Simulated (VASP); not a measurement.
# Blue phosphorene and its bilayer, part 2 of 8

Aim: relax blue phosphorene, place its levels against the vacuum, then find how two sheets stack and bind.

VASP 6.6.1; r2SCAN with rVV10; plane waves and PAW (P).

So far: Starting point; Relaxing the monolayer.

### Step 2. Relaxing the monolayer (continued)

Relaxation path:

```
step  energy less that of the first step (eV)  largest force (eV/Å)  pressure (GPa)  volume (Å³)
   1                                   0.0000                0.4121           -0.39       204.98
   2                                  -0.0055                0.2294            0.20       201.19
   3                                  -0.0074                0.0076           -0.01       202.45
```

```csv
cell as run,before,after,change
a (Å),3.280,3.260,-0.6 %
b (Å),3.280,3.260,-0.6 %
```

The atoms that moved most (Å, along periodic axes as changes of fractional coordinates times the final cell, across vacuum about the mean position):

```
atom     dx     dy      dz  length
  P1  0.000  0.000   0.011   0.011
  P2  0.000  0.000  -0.011   0.011
```

Final coordinates:

```xyz
2
Lattice="3.2598 0.0000 0.0000 -1.6299 2.8230 0.0000 0.0000 0.0000 22.0000" Properties=species:S:1:pos:R:3
P     0.0000    1.8820   10.3906
P     1.6299    0.9410   11.6094
```

Numbers from this step:

```yaml
electronic_cycles: 37
electrons: 10
free_energy_toten: -17.55 eV
fermi_energy: -4.124 eV
metallic: no
dipole_moment: 0, 0, 0 e·Å
gap_on_the_k_mesh: 2.189 eV
least_direct_gap_on_the_k_mesh: 2.449 eV
```

The run ended after 3 ionic steps, 0.007 eV below its first step, once forces and stress met EDIFFG = -0.015.

### Step 3. A second relaxation

The plane waves were chosen for the start cell, so the relaxation is repeated from its end.

The input, INCAR:

```
SYSTEM = P
PREC = Normal
ENCUT = 350
EDIFF = 1E-06
NELM = 120
ISMEAR = 0
SIGMA = 0.03
LREAL = .FALSE.
ALGO = Normal
METAGGA = R2SCAN
LUSE_VDW = .TRUE.
IVDW_NL = 2
BPARAM = 11.95
CPARAM = 0.0093
LASPH = .TRUE.
NBANDS = 11
LORBIT = 11
LWAVE = .FALSE.
LCHARG = .FALSE.
KPAR = 4
IBRION = 2
NSW = 30
ISIF = 3
EDIFFG = -0.015
POTIM = 0.4
IDIPOL = 3
LDIPOL = .TRUE.
DIPOL = 0.5 0.5 0.5
LATTICE_CONSTRAINTS = .TRUE. .TRUE. .FALSE.
```

The input, POSCAR:

```
P
1.0
    3.2597576605      0.0000000000      0.0000000000
   -1.6298788303      2.8230329442      0.0000000000
    0.0000000000      0.0000000000     22.0000000000
P
2
Direct
    0.3333333333      0.6666666667      0.4722987934
    0.6666666667      0.3333333333      0.5277012066
```

The input, KPOINTS:

```
Automatic mesh
0
Gamma
12 12 1
0 0 0
```

Potentials, in the order of the species: P (PBE family, release 64).

Run with:

```sh
> mpirun -np 4 vasp_std
```

What it wrote:

```text
[banner, memory and clock lines left out]
running    4 mpi-ranks, on    1 nodes
 distrk:  each k-point on    1 cores,    4 groups
 distr:  one band on    1 cores,    1 groups

 POSCAR found type information on POSCAR P
 POSCAR found :  1 types and       2 ions
 [... a notice as in an earlier step ...]

 [... a notice as in an earlier step ...]

 LDA part: xc-table for (None), standard interpolation
 POSCAR, INCAR and KPOINTS ok, starting setup
 FFT: planning ... GRIDC
 FFT: planning ... GRID_SOFT
 FFT: planning ... GRID
 WAVECAR not read
 entering main loop
       N       E                     dE             d eps       ncg     rms          rms(c)
Total rVV10 correction in eV:      0.2946369    11.6131550
Total rVV10 correction in eV:      0.2946369    11.6131550
Total rVV10 correction in eV:      0.2946369    11.6131550
Total rVV10 correction in eV:      0.2946369    11.6131550
DAV:   1     0.446610203561E+02    0.44661E+02   -0.25864E+03   418   0.445E+02
DAV:   2    -0.149794637065E+02   -0.59640E+02   -0.54130E+02   661   0.102E+02
DAV:   3    -0.194367816864E+02   -0.44573E+01   -0.44447E+01   567   0.351E+01
DAV:   4    -0.194904184521E+02   -0.53637E-01   -0.53604E-01   609   0.464E+00
DAV:   5    -0.194912770521E+02   -0.85860E-03   -0.85858E-03   600   0.482E-01    0.791E+00
Total rVV10 correction in eV:      0.2976493    11.6140690
Total rVV10 correction in eV:      0.2976493    11.6140690
Total rVV10 correction in eV:      0.2976493    11.6140690
Total rVV10 correction in eV:      0.2976493    11.6140690
DAV:   6    -0.175441588735E+02    0.19471E+01   -0.18663E-01   541   0.307E+00    0.526E+00
Total rVV10 correction in eV:      0.3064718    11.6138511
Total rVV10 correction in eV:      0.3064718    11.6138511
Total rVV10 correction in eV:      0.3064718    11.6138511
Total rVV10 correction in eV:      0.3064718    11.6138511
DAV:   7    -0.175471431583E+02   -0.29843E-02   -0.10815E-01   561   0.203E+00    0.659E-01
Total rVV10 correction in eV:      0.3055798    11.6136253
Total rVV10 correction in eV:      0.3055798    11.6136253
Total rVV10 correction in eV:      0.3055798    11.6136253
Total rVV10 correction in eV:      0.3055798    11.6136253
DAV:   8    -0.175455212473E+02    0.16219E-02   -0.61321E-03   506   0.526E-01    0.190E-01
Total rVV10 correction in eV:      0.3059235    11.6136009
Total rVV10 correction in eV:      0.3059235    11.6136009
Total rVV10 correction in eV:      0.3059235    11.6136009
Total rVV10 correction in eV:      0.3059235    11.6136009
DAV:   9    -0.175459904431E+02   -0.46920E-03   -0.41165E-04   621   0.144E-01    0.862E-02
Total rVV10 correction in eV:      0.3059509    11.6135624
Total rVV10 correction in eV:      0.3059509    11.6135624
Total rVV10 correction in eV:      0.3059509    11.6135624
Total rVV10 correction in eV:      0.3059509    11.6135624
DAV:  10    -0.175462394237E+02   -0.24898E-03   -0.19754E-04   521   0.913E-02    0.134E-01
Total rVV10 correction in eV:      0.3064783    11.6135154
Total rVV10 correction in eV:      0.3064783    11.6135154
Total rVV10 correction in eV:      0.3064783    11.6135154
Total rVV10 correction in eV:      0.3064783    11.6135154
DAV:  11    -0.175464634007E+02   -0.22398E-03   -0.16366E-04   504   0.987E-02    0.834E-03
Total rVV10 correction in eV:      0.3065703    11.6134656
Total rVV10 correction in eV:      0.3065703    11.6134656
Total rVV10 correction in eV:      0.3065703    11.6134656
Total rVV10 correction in eV:      0.3065703    11.6134656
DAV:  12    -0.175465506694E+02   -0.87269E-04   -0.12377E-05   613   0.220E-02    0.492E-03
Total rVV10 correction in eV:      0.3067275    11.6133808
Total rVV10 correction in eV:      0.3067275    11.6133808
Total rVV10 correction in eV:      0.3067275    11.6133808
Total rVV10 correction in eV:      0.3067275    11.6133808
DAV:  13    -0.175466722729E+02   -0.12160E-03   -0.22409E-05   538   0.274E-02    0.507E-03
Total rVV10 correction in eV:      0.3068006    11.6132801
Total rVV10 correction in eV:      0.3068006    11.6132801
Total rVV10 correction in eV:      0.3068006    11.6132801
Total rVV10 correction in eV:      0.3068006    11.6132801
DAV:  14    -0.175467670698E+02   -0.94797E-04   -0.85358E-06   611   0.145E-02    0.354E-03
Total rVV10 correction in eV:      0.3068302    11.6132092
Total rVV10 correction in eV:      0.3068302    11.6132092
Total rVV10 correction in eV:      0.3068302    11.6132092
Total rVV10 correction in eV:      0.3068302    11.6132092
DAV:  15    -0.175468210193E+02   -0.53950E-04   -0.43745E-06   598   0.911E-03    0.132E-03
Total rVV10 correction in eV:      0.3068223    11.6131737
Total rVV10 correction in eV:      0.3068223    11.6131737
Total rVV10 correction in eV:      0.3068223    11.6131737
Total rVV10 correction in eV:      0.3068223    11.6131737
DAV:  16    -0.175468403116E+02   -0.19292E-04   -0.17758E-06   612   0.714E-03    0.214E-03
Total rVV10 correction in eV:      0.3068135    11.6131500
Total rVV10 correction in eV:      0.3068135    11.6131500
Total rVV10 correction in eV:      0.3068135    11.6131500
Total rVV10 correction in eV:      0.3068135    11.6131500
DAV:  17    -0.175468484070E+02   -0.80954E-05   -0.76430E-07   572   0.516E-03    0.693E-04
Total rVV10 correction in eV:      0.3068126    11.6131437
Total rVV10 correction in eV:      0.3068126    11.6131437
Total rVV10 correction in eV:      0.3068126    11.6131437
Total rVV10 correction in eV:      0.3068126    11.6131437
DAV:  18    -0.175468498585E+02   -0.14515E-05   -0.13409E-07   546   0.317E-03    0.488E-04
Total rVV10 correction in eV:      0.3068123    11.6131413
Total rVV10 correction in eV:      0.3068123    11.6131413
Total rVV10 correction in eV:      0.3068123    11.6131413
Total rVV10 correction in eV:      0.3068123    11.6131413
DAV:  19    -0.175468496402E+02    0.21832E-06   -0.63844E-08   415   0.227E-03
Total rVV10 correction in eV:      0.3068118    11.6131414
Total rVV10 correction in eV:      0.3068118    11.6131414
Total rVV10 correction in eV:      0.3068118    11.6131414
Total rVV10 correction in eV:      0.3068118    11.6131414
Total rVV10 correction in eV:      0.3068119    11.6131410
Total rVV10 correction in eV:      0.3068119    11.6131410
Total rVV10 correction in eV:      0.3068119    11.6131410
Total rVV10 correction in eV:      0.3068119    11.6131410
   1 F= -.17546850E+02 E0= -.17546850E+02  d E =-.175468E+02
 curvature:   0.00 expect dE= 0.000E+00 dE for cont linesearch  0.000E+00
 trial: gam= 0.00000 g(F)=  0.497E-05 g(S)=  0.550E-05 ort = 0.000E+00 (trialstep = 0.100E+01)
 search vector abs. value=  0.105E-04
 reached required accuracy - stopping structural energy minimisation
```

Wall time 34 s (4 MPI ranks of Intel Xeon 6975P-C (Granite Rapids), shared host); peak memory 1.1 GiB; 2.2 min of CPU time.

Parts of OUTCAR (step 3):

```text
  LATTYP: Found a hexagonal cell.
 ALAT       =     3.2597576605
 C/A-ratio  =     6.7489679575

The static configuration has the point symmetry D_3d.

 Found     19 irreducible k-points:

   ENCUT  =  350.0 eV  25.72 Ry    5.07 a.u.   4.97  4.97 33.56*2*pi/ulx,y,z

   NELECT =      10.0000    total number of electrons

 dipolmoment           0.000000      0.000000      0.000000 electrons x Angstroem

 E-fermi :  -4.1265

 k-point     1 :       0.0000    0.0000    0.0000
  band No.  band energies     occupation
      1     -19.3038      2.00000
      2     -10.9309      2.00000
      3      -4.6853      2.00000
      4      -4.5240      2.00000
      5      -4.5240      2.00000
      6      -0.0938      0.00000
      7      -0.0938      0.00000
      8       0.0993      0.00000
      9       1.6492      0.00000
     10       2.1323      0.00000
    ...

 k-point     2 :       0.0833    0.0000    0.0000
  band No.  band energies     occupation
      1     -19.1843      2.00000
      2     -10.8474      2.00000
      3      -5.4322      2.00000
      4      -4.7888      2.00000
      5      -4.6164      2.00000
      6      -0.3695      0.00000
      7       0.2559      0.00000
      8       0.9558      0.00000
      9       1.7884      0.00000
     10       2.2541      0.00000
    ...

  Total       -0.0119365     -0.0119365     -0.0047938      0.0000000      0.0000000     -0.0000000
  in kB       -0.0944632     -0.0944632     -0.0379372      0.0000000      0.0000000     -0.0000000
  external PRESSURE =      -0.0756212 kB  Pullay stress =       0.0000000 kB

 POSITION                                       TOTAL-FORCE (eV/Angst)
 -----------------------------------------------------------------------------------
     -0.00000      1.88202     10.39057         0.000000      0.000000     -0.008022
      1.62988      0.94101     11.60943         0.000000     -0.000000      0.008022
 -----------------------------------------------------------------------------------
    total drift:                               -0.000000     -0.000000      0.000000

  FREE ENERGIE OF THE ION-ELECTRON SYSTEM (eV)
  ---------------------------------------------------
  free  energy   TOTEN  =       -17.5468496402 eV

  energy  without entropy=      -17.5468496402  energy(sigma->0) =      -17.54684964

 vacuum level on the upper side and lower side of the slab         2.199         2.199

 total charge
# of ion       s       p       d       tot
------------------------------------------
    1        1.084   1.379   0.000   2.463
    2        1.084   1.379   0.000   2.463
--------------------------------------------------
tot          2.168   2.759   0.000   4.927

[... 6 parts as in an earlier step ...]

[... 6 further parts left out ...]
```

Little changed from the start: no atom moved by 0.005 Å and no cell edge by 0.1 %.

This step gave:

```yaml
electronic_cycles: 19
fermi_energy: -4.127 eV
```

The start already met the threshold, so nothing moved.

(Continued in part 3 of 8.)

[Lines on the potential files, build, host, timing and source positions are cut from VASP's logs without a mark.]

[Logs are printed without paths, hosts, clocks, repeated set-up lines and the standing remarks that a program may print on its own settings, such as how far it seeks lower states.]

[Hosts, paths, dates, database ids (printed as entryN), source tags and the programs' standing remarks are cut or masked in the printed files.]

[Runs that stopped without an error message from VASP are left out.]
